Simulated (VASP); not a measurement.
# La2O3 (P-62m) in VASP: settings compared

The runs below take La2O3 through electric field gradients, core levels, band structure, with PBEsol, LDA, r2SCAN.

Everything below comes from runs of VASP 6.6.1. Logs are shortened: lines on timing, memory, paths and dates and some standing lists are left out, and cuts for length are marked.

## 1. The crystal as given

The structure is hexagonal, space group P-62m (No. 189). The conventional cell has a = 6.267 Å, b = 6.267 Å, c = 3.300 Å, α = 90.00°, β = 90.00°, γ = 120.00°. Around La (site symmetry -6) lie 6 O at 2.45 Å. O (site symmetry m2m) is surrounded by 4 La at 2.45 Å.

The cell comes from a database or a generator and needn't be the stable form of this composition.

## 2. Electric field gradients, PBEsol

Contents of INCAR:

```
PREC     = Accurate       # precision mode
ENCUT    = 520            # plane-wave cutoff, eV
EDIFF    = 1E-8           # SCF threshold, eV
ISMEAR   = 0              # smearing method
SIGMA    = 0.02           # smearing width, eV
LREAL    = False          # projectors in reciprocal space
LASPH    = True           # aspherical terms in the spheres
NELM     = 60             # most SCF steps
ALGO     = Normal         # electronic algorithm
ISIF     = 2              # what is computed and relaxed
LWAVE    = False          # write WAVECAR
LCHARG   = False          # write CHGCAR
GGA      = PS             # functional
LEFG     = True
```

Contents of KPOINTS:

```
regular mesh
0
Gamma
  5 5 8
```

Contents of POSCAR:

```
La2O3
1.0
    6.2667802772      0.0000000000      0.0000000000
   -3.1333901386      5.4271909200      0.0000000000
    0.0000000000      0.0000000000      3.2997660000
La O
2 3
Direct
    0.6666666667      0.3333333333      0.5000000000
    0.3333333333      0.6666666667      0.5000000000
    0.5080139900      0.0000000000      0.0000000000
    0.0000000000      0.5080139900      0.0000000000
    0.4919860100      0.4919860100      0.0000000000
```

Potentials or basis: VASP PAW PBE potentials, release 64 (La, O).

On the command line:

```sh
$ cat potpaw_PBE.64/La/POTCAR potpaw_PBE.64/O/POTCAR > POTCAR
$ mpirun -np 1 vasp_std > vasp.out
```

OUTCAR:

```text
PREC = Accurate
   ENCUT = 520
   EDIFF = 1E-8
   ISMEAR = 0
   LREAL = False
   LASPH = True
   NELM = 60
   ISIF = 2
   GGA = PS

 ion  position               nearest neighbor table
   1  0.667  0.333  0.500-   3 2.45   3 2.45   4 2.45   4 2.45   5 2.45   5 2.45   2 3.62   2 3.62
                             2 3.62
   2  0.333  0.667  0.500-   4 2.45   4 2.45   3 2.45   3 2.45   5 2.45   5 2.45   1 3.62   1 3.62
                             1 3.62
   3  0.508  0.000  0.000-   1 2.45   1 2.45   2 2.45   2 2.45
   4  0.000  0.508  0.000-   2 2.45   2 2.45   1 2.45   1 2.45
   5  0.492  0.492  0.000-   1 2.45   1 2.45   2 2.45   2 2.45

  LATTYP: Found a hexagonal cell.
 ALAT       =     6.2667802772
 C/A-ratio  =     0.5265488583

  Lattice vectors:

 A1 = (   6.2667802772,   0.0000000000,   0.0000000000)
 A2 = (  -3.1333901386,   5.4271909200,   0.0000000000)
 A3 = (   0.0000000000,   0.0000000000,   3.2997660000)

Analysis of symmetry for initial positions (statically):
=====================================================================
 Subroutine PRICEL returns:
 Original cell was already a primitive cell.

 Routine SETGRP: Setting up the symmetry group for a
 hexagonal supercell.

 Subroutine GETGRP returns: Found 12 space group operations
 (whereof 12 operations were pure point group operations)
 out of a pool of 24 trial point group operations.

The static configuration has the point symmetry D_3h.

Analysis of symmetry for dynamics (positions and initial velocities):
=====================================================================
 Subroutine PRICEL returns:
 Original cell was already a primitive cell.

 Routine SETGRP: Setting up the symmetry group for a
 hexagonal supercell.

 Subroutine GETGRP returns: Found 12 space group operations
 (whereof 12 operations were pure point group operations)
 out of a pool of 24 trial point group operations.

The dynamic configuration has the point symmetry D_3h.

 Subroutine INISYM returns: Found 12 space group operations
 (whereof 12 operations are pure point group operations),
 and found     1 'primitive' translations

----------------------------------------------------------------------------------------

                                     Primitive cell

  volume of cell :     112.2284

  direct lattice vectors                    reciprocal lattice vectors
     6.266780277  0.000000000  0.000000000     0.159571575  0.092128692  0.000000000
    -3.133390139  5.427190920  0.000000000     0.000000000  0.184257384  0.000000000
     0.000000000  0.000000000  3.299766000     0.000000000  0.000000000  0.303051792

  length of vectors
     6.266780277  6.266780277  3.299766000     0.184257384  0.184257384  0.303051792

  position of ions in fractional coordinates (direct lattice)
     0.666666667  0.333333333  0.500000000
     0.333333333  0.666666667  0.500000000
     0.508013990  0.000000000  0.000000000
     0.000000000  0.508013990  0.000000000
     0.491986010  0.491986010  0.000000000

  ion indices of the primitive-cell ions
   primitive index   ion index
                 1           1
                 2           2
                 3           3
                 4           4
                 5           5

----------------------------------------------------------------------------------------

 KPOINTS: regular mesh

Automatic generation of k-mesh.
 Grid dimensions read from file:
 generate k-points for:    5    5    8

 Generating k-lattice:

  Cartesian coordinates                     Fractional coordinates (reciprocal lattice)
     0.031914315  0.018425738  0.000000000     0.200000000 -0.000000000  0.000000000
     0.000000000  0.036851477  0.000000000     0.000000000  0.200000000  0.000000000
     0.000000000  0.000000000  0.037881474     0.000000000  0.000000000  0.125000000

[... 47 lines left out ...]
   ISTART =      0    job   : 0-new  1-cont  2-samecut
   ICHARG =      2    charge: 1-file 2-atom 10-const
   ISPIN  =      1    spin polarized calculation?
   LNONCOLLINEAR =      F non collinear calculations
   LSORBIT =      F    spin-orbit coupling
   LASPH  =      T    aspherical Exc in radial PAW
   ENCUT  =  520.0 eV  38.22 Ry    6.18 a.u.  11.65 11.65  6.14*2*pi/ulx,y,z
   NELM   =     60;   NELMIN=  2; NELMDL= -5     # of ELM steps
   EDIFF  = 0.1E-07   stopping-criterion for ELM
   LREAL  =      F    real-space projection
   EDIFFG = 0.1E-06   stopping-criterion for IOM
   NSW    =      0    number of steps for IOM
   IBRION =     -1    ionic relax: 0-MD 1-quasi-New 2-CG
   NFREE  =      0    steps in history (QN), initial steepest desc. (CG)
   ISIF   =      2    stress and relaxation
   ISYM   =      2    0-nonsym 1-usesym 2-fastsym
   POTIM  = 0.5000    time-step for ionic-motion
   TEBEG  =    0.0;   TEEND  =   0.0 temperature during run
   PSTRESS=    0.0 pullay stress
   NELECT =      40.0000    total number of electrons
   NUPDOWN=      -1.0000    fix difference up-down
   EMIN   =  10.00;   EMAX   =-10.00  energy-range for DOS
   EFERMI =   0.00;   METHOD = LEGACY
   ISMEAR =     0;   SIGMA  =   0.02  broadening in eV -4-tet -1-fermi 0-gaus
   EFERMI_NEDOS =   21; number of points for ismear=-14 and -15
   IALGO  =     38    algorithm
   IMIX   =      4    mixing-type and parameters
     AMIX     =   0.40;   BMIX     =  1.00
     AMIX_MAG =   1.60;   BMIX_MAG =  1.00
  volume/ion in A,a.u.               =      22.45       151.47
  Fermi-wavevector in a.u.,A,eV,Ry     =   1.160719  2.193442 18.330716  1.347270
  Thomas-Fermi vector in A             =   2.297299
   LORBIT       =      0    0 simple, 1 ext, 2 COOP (PROOUT), +10 PAW based schemes
   GGA     = PS    functional components
   LHFCALC =     F    Hartree Fock is set to
   AEXX    =    0.0000 exact exchange contribution
   IVDW    =     0    specifies the selected vdW correction
   LEPSILON=     F    determine dielectric tensor
   LRPA    =     F    only Hartree local field effects (RPA)
 non-spin polarized calculation
 Gauss-broadening in eV      SIGMA  =   0.02
  energy-cutoff  :      520.00
  volume of cell :      112.23
 maximum number of plane-waves:      3048
 NGX is ok and might be reduce to    48
   NGX = 23   NGY = 23   NGZ = 13

 number of electron      39.9999994 magnetization

 Free energy of the ion-electron system (eV)
  ---------------------------------------------------
  ext. energy  EPLUGINS =         0.00000000
  ---------------------------------------------------
  free energy    TOTEN  =       -42.44153382 eV

  energy without entropy =      -42.44153382  energy(sigma->0) =      -42.44153382

 E-fermi :   3.4844     XC(G=0):  -8.4812

 val. band max:        3.2854264793   @ k =   0.0000   0.0000   0.5000
 cond. band min:       4.7493317348   @ k =   0.0000   0.0000   0.0000
 fundamental gap:      1.4639052555
 Fermi energy:         3.4843738068

 k-point     1 :       0.0000    0.0000    0.0000
  band No.  band energies     occupation
      1     -27.2192      2.00000
      2     -26.9903      2.00000
      3     -14.1707      2.00000
      4     -14.1707      2.00000
      5     -12.4960      2.00000
      6     -10.7514      2.00000
[... 637 lines left out ...]
     23       7.7634      0.00000
     24       7.8039      0.00000

 [... further k-points ...]

------------------------ aborting loop because EDIFF is reached ----------------------------------------

  FORCE on cell =-STRESS in cart. coord.  units (eV):
  Direction    XX          YY          ZZ          XY          YZ          ZX
  --------------------------------------------------------------------------------------
  -------------------------------------------------------------------------------------
  Total        0.0500362      0.0500362     -2.6387081      0.0000000      0.0000000      0.0000000
  in kB        0.7143196      0.7143196    -37.6703122      0.0000000      0.0000000      0.0000000
  external PRESSURE =     -12.0805577 kB  Pullay stress =       0.0000000 kB

 VOLUME and BASIS-vectors are now :
 -----------------------------------------------------------------------------
  energy-cutoff  :      520.00
  volume of cell :      112.23
      direct lattice vectors                 reciprocal lattice vectors
     6.266780277  0.000000000  0.000000000     0.159571575  0.092128692  0.000000000
    -3.133390139  5.427190920  0.000000000     0.000000000  0.184257384  0.000000000
     0.000000000  0.000000000  3.299766000     0.000000000  0.000000000  0.303051792

 POSITION                                       TOTAL-FORCE (eV/Angst)
 -----------------------------------------------------------------------------------
      3.13339      1.80906      1.64988        -0.000000      0.000000      0.000000
     -0.00000      3.61813      1.64988        -0.000000      0.000000      0.000000
      3.18361      0.00000      0.00000        -0.062380      0.000000      0.000000
     -1.59181      2.75709      0.00000         0.031190     -0.054023      0.000000
      1.54158      2.67010      0.00000         0.031190      0.054023     -0.000000
 -----------------------------------------------------------------------------------
    total drift:                               -0.000000     -0.000000     -0.000000

  FREE ENERGIE OF THE ION-ELECTRON SYSTEM (eV)
  ---------------------------------------------------
  free  energy   TOTEN  =       -42.4415338151 eV

  energy  without entropy=      -42.4415338151  energy(sigma->0) =      -42.44153382

 Electric field gradients (V/A^2)
---------------------------------------------------------------------
 ion       V_xx      V_yy      V_zz      V_xy      V_xz      V_yz
---------------------------------------------------------------------
   1     109.487   109.486  -218.973    -0.001     0.000     0.000
   2     109.487   109.486  -218.973    -0.001     0.000     0.000
   3       0.293    -6.416     6.123    -0.000    -0.000    -0.000
   4      -4.739    -1.385     6.123    -2.905    -0.000     0.000
   5      -4.739    -1.385     6.124     2.905    -0.000    -0.000
---------------------------------------------------------------------

 Electric field gradients after diagonalization (V/A^2)
 (convention: |V_zz| > |V_xx| > |V_yy|)
----------------------------------------------------------------------
 ion       V_xx      V_yy      V_zz     asymmetry (V_yy - V_xx)/ V_zz
----------------------------------------------------------------------
   1     109.487   109.486  -218.973       0.000
   2     109.487   109.486  -218.973       0.000
   3       6.123     0.293    -6.416       0.909
   4       6.123     0.293    -6.416       0.909
   5       6.124     0.292    -6.416       0.909
----------------------------------------------------------------------

           NMR quadrupolar parameters

 Cq : quadrupolar parameter    Cq=e*Q*V_zz/h
 eta: asymmetry parameters     (V_yy - V_xx)/ V_zz
 Q  : nuclear electric quadrupole moment in mb (millibarn)
----------------------------------------------------------------------
 ion       Cq(MHz)       eta       Q (mb)
----------------------------------------------------------------------
   1      -0.529       0.000       1.000
   2      -0.529       0.000       1.000
   3      -0.016       0.909       1.000
   4      -0.016       0.909       1.000
   5      -0.016       0.909       1.000
----------------------------------------------------------------------
```

It took 2.2 min on 1 thread of Intel Xeon Platinum 8259CL at 2.50GHz (Skylake/Cascade Lake), shared host; peak memory 0.28 GiB.

Results:

```yaml
Free_energy: -42.4415 eV
Pressure: -1.2 GPa
Largest_force: 0.062 eV/Å
Band_gap_on_the_k_mesh: 1.46 eV, indirect (least direct gap 1.98 eV)
```

Forces on the atoms (eV/Å):
```
La   0.000  0.000  0.000
La   0.000  0.000  0.000
O   -0.062  0.000  0.000
O    0.031 -0.054  0.000
O    0.031  0.054  0.000
```

Electric field gradients, principal values (V/Å²):
| atom | Vxx | Vyy | Vzz |
| --- | --- | --- | --- |
| 1 La | 109.486 | 109.487 | -218.973 |
| 2 La | 109.486 | 109.487 | -218.973 |
| 3 O | 0.293 | 6.123 | -6.416 |
| 4 O | 0.293 | 6.123 | -6.416 |
| 5 O | 0.292 | 6.124 | -6.416 |

Caveat: the PAW data sets were made with another functional, which shifts forces and pressure a little; spin-orbit coupling is left out, which moves the levels of the heavy elements; an odd mesh through Γ misses points on the zone boundary, where band edges often lie.

## 3. Core levels, PBEsol

Contents of INCAR:

```
PREC     = Accurate       # precision mode
ENCUT    = 520            # plane-wave cutoff, eV
EDIFF    = 1E-7           # SCF threshold, eV
ISMEAR   = 0              # smearing method
SIGMA    = 0.02           # smearing width, eV
LREAL    = F              # projectors in reciprocal space
LASPH    = T              # aspherical terms in the spheres
NELM     = 80             # most SCF steps
ALGO     = Normal         # electronic algorithm
ISIF     = 2              # what is computed and relaxed
LWAVE    = F              # write WAVECAR
LCHARG   = F              # write CHGCAR
GGA      = PS             # functional
ICORELEVEL= 1
```

Contents of KPOINTS:

```
Automatic mesh
0
Gamma
  5 5 8
```

POSCAR is that of step 2.

Potentials or basis: VASP PAW PBE potentials, release 64 (La, O).

On the command line:

```sh
$ cat potpaw_PBE.64/La/POTCAR potpaw_PBE.64/O/POTCAR > POTCAR
$ mpirun -np 1 vasp_std > vasp.out
```

OUTCAR:

```text
PREC = Accurate
   ENCUT = 520
   EDIFF = 1E-7
   ISMEAR = 0
   LREAL = F
   LASPH = T
   NELM = 80
   ISIF = 2
   GGA = PS

 ion  position               nearest neighbor table
   1  0.667  0.333  0.500-   3 2.45   3 2.45   4 2.45   4 2.45   5 2.45   5 2.45   2 3.62   2 3.62
                             2 3.62
   2  0.333  0.667  0.500-   4 2.45   4 2.45   3 2.45   3 2.45   5 2.45   5 2.45   1 3.62   1 3.62
                             1 3.62
   3  0.508  0.000  0.000-   1 2.45   1 2.45   2 2.45   2 2.45
   4  0.000  0.508  0.000-   2 2.45   2 2.45   1 2.45   1 2.45
   5  0.492  0.492  0.000-   1 2.45   1 2.45   2 2.45   2 2.45

  LATTYP: Found a hexagonal cell.
 ALAT       =     6.2667802772
 C/A-ratio  =     0.5265488583

  Lattice vectors:

 A1 = (   6.2667802772,   0.0000000000,   0.0000000000)
 A2 = (  -3.1333901386,   5.4271909200,   0.0000000000)
 A3 = (   0.0000000000,   0.0000000000,   3.2997660000)

Analysis of symmetry for initial positions (statically):
=====================================================================
 Subroutine PRICEL returns:
[... 199 lines left out ...]
      4     -14.1707      2.00000
      5     -12.4960      2.00000
      6     -10.7514      2.00000
[... 262 lines left out ...]
 k-point    11 :       0.0000    0.0000    0.2500
  band No.  band energies     occupation
      1     -27.0541      2.00000
      2     -26.8521      2.00000
      3     -13.8851      2.00000
      4     -13.6508      2.00000
      5     -13.6508      2.00000
      6     -11.0063      2.00000
      7     -10.5360      2.00000
      8     -10.5360      2.00000
      9      -9.8791      2.00000
     10      -9.8791      2.00000
     11      -9.1153      2.00000
     12       1.0217      2.00000

------------------------ aborting loop because EDIFF is reached ----------------------------------------

  FORCE on cell =-STRESS in cart. coord.  units (eV):
  Direction    XX          YY          ZZ          XY          YZ          ZX
  --------------------------------------------------------------------------------------
  -------------------------------------------------------------------------------------
  Total        0.0512242      0.0512242     -2.6377580     -0.0000000     -0.0000000      0.0000000
  in kB        0.7312796      0.7312796    -37.6567486     -0.0000000     -0.0000000      0.0000000
  external PRESSURE =     -12.0647298 kB  Pullay stress =       0.0000000 kB

 VOLUME and BASIS-vectors are now :
 -----------------------------------------------------------------------------
  energy-cutoff  :      520.00
  volume of cell :      112.23
      direct lattice vectors                 reciprocal lattice vectors
     6.266780277  0.000000000  0.000000000     0.159571575  0.092128692  0.000000000
    -3.133390139  5.427190920  0.000000000     0.000000000  0.184257384  0.000000000
     0.000000000  0.000000000  3.299766000     0.000000000  0.000000000  0.303051792

 POSITION                                       TOTAL-FORCE (eV/Angst)
 -----------------------------------------------------------------------------------
      3.13339      1.80906      1.64988         0.000000     -0.000000     -0.000000
     -0.00000      3.61813      1.64988         0.000000     -0.000000     -0.000000
      3.18361      0.00000      0.00000        -0.062379     -0.000000     -0.000000
     -1.59181      2.75709      0.00000         0.031190     -0.054022     -0.000000
      1.54158      2.67010      0.00000         0.031190      0.054022      0.000000
 -----------------------------------------------------------------------------------
    total drift:                               -0.000000     -0.000000     -0.000000

  FREE ENERGIE OF THE ION-ELECTRON SYSTEM (eV)
  ---------------------------------------------------
  free  energy   TOTEN  =       -42.4415337901 eV

  energy  without entropy=      -42.4415337901  energy(sigma->0) =      -42.44153379
```

stdout:

```text
POSCAR found type information on POSCAR LaO
 POSCAR found :  2 types and       5 ions
 scaLAPACK will be used
 -----------------------------------------------------------------------------
|                                                                             |
|                                                                             |
|     You enforced a specific xc type in the INCAR file but a different       |
|     I HOPE YOU KNOW WHAT YOU ARE DOING!                                     |
|                                                                             |
 -----------------------------------------------------------------------------

 LDA part: xc-table for (Slater+PW92), standard interpolation
 POSCAR, INCAR and KPOINTS ok, starting setup
 FFT: planning ... GRIDC
 FFT: planning ... GRID_SOFT
 FFT: planning ... GRID
 WAVECAR not read
 entering main loop
```

Run time: 2 min. Hardware: 1 thread of Intel Xeon Platinum 8259CL at 2.50GHz (Skylake/Cascade Lake), shared host; peak memory 0.28 GiB.

Results:

```
Free energy            : -42.4415 eV
Pressure               : -1.2 GPa
Largest force          : 0.062 eV/Å
Band gap on the k mesh : 1.46 eV, indirect (least direct gap 1.98 eV)
```

Forces in eV/Å, atoms in the order of the input:
```
La   0.000  0.000  0.000
La   0.000  0.000  0.000
O   -0.062  0.000  0.000
O    0.031 -0.054  0.000
O    0.031  0.054  0.000
```

Stress tensor (GPa, compression positive):
```
 0.07  0.00  0.00
 0.00  0.07  0.00
 0.00  0.00 -3.77
```

Core levels (eV, on the scale of the bands):
```
atom                                                                                                  levels
1 La  1s -38728.1, 2s -6153.6, 2p -5513.0, 3s -1305.8, 3p -1101.4, 3d -808.0, 4s -253.4, 4p -187.0, 4d -90.9
2 La  1s -38728.1, 2s -6153.6, 2p -5513.0, 3s -1305.8, 3p -1101.4, 3d -808.0, 4s -253.4, 4p -187.0, 4d -90.9
 3 O                                                                                               1s -501.0
 4 O                                                                                               1s -501.0
 5 O                                                                                               1s -501.0
```

Caveat: the PAW data sets were made with another functional, which shifts forces and pressure a little; spin-orbit coupling is left out, which moves the levels of the heavy elements; an odd mesh through Γ misses points on the zone boundary, where band edges often lie.

(Part 1 of 2 ends here.)
